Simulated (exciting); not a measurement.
The system is SrO.

```
Sr O
1.0
     0.00000    2.56630    2.56630
     2.56630    0.00000    2.56630
     2.56630    2.56630    0.00000
Sr O
1 1
Cartesian
  2.5663 2.5663 2.5663
  0.0000 0.0000 0.0000
```

Base run:

```yaml
Program: exciting (release sodium)
Functional: LDA
Potentials_or_basis: all-electron LAPW+lo, shipped species files, valence relativity iora*
rgkmax: 7.5
k_mesh: 9 × 9 × 9
Occupations: fermi-dirac, width 0.05 eV
Spin: no spin polarisation
```

Its results: band gap on the k mesh 3.21 eV, indirect (least direct gap 3.29 eV).

Q: The run is repeated on the same cell with these changes: functional from LDA to PBEsol. What comes out?

A: Band gap on the k mesh 3.26 eV, indirect (least direct gap 3.34 eV).

A k mesh can miss the band edges.
